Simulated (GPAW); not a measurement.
CuO:

```
CELL_PARAMETERS angstrom
0.00000 2.32725 2.32725
2.32725 0.00000 2.32725
2.32725 2.32725 0.00000
ATOMIC_POSITIONS crystal
Cu 0.00000 0.00000 0.00000
O 0.25000 0.25000 0.25000
```

Measurements of this composition are mostly on another form, of space group No. 15.

Base run:

- Program: GPAW 26.7.0
- Functional: PBE
- Potentials or basis: GPAW PAW data sets (gpaw-data 1.2.1)
- Cutoff: 800 eV
- Basis: pw
- k mesh: 10 × 10 × 10
- Occupations: fermi-dirac, width 0.05 eV
- Spin: no spin polarisation

Its results: pressure -8.5 GPa.

**Question.** The run is repeated on the same cell with these changes: hubbard terms from none to Cu d U = 6 eV. What comes out?

**Answer.** Pressure -7.8 GPa.

Caveats: with this Cu data set, volumes or pressures lay over 1.5 % or 2 GPa off other programs in two to four cells of ten; an odd number of electrons without spin polarisation forces a metal; a magnetic or distorted state may lie lower; the run has no spin polarisation, though such a crystal can be magnetic; U without spin polarisation on a metal has little footing (some runs).
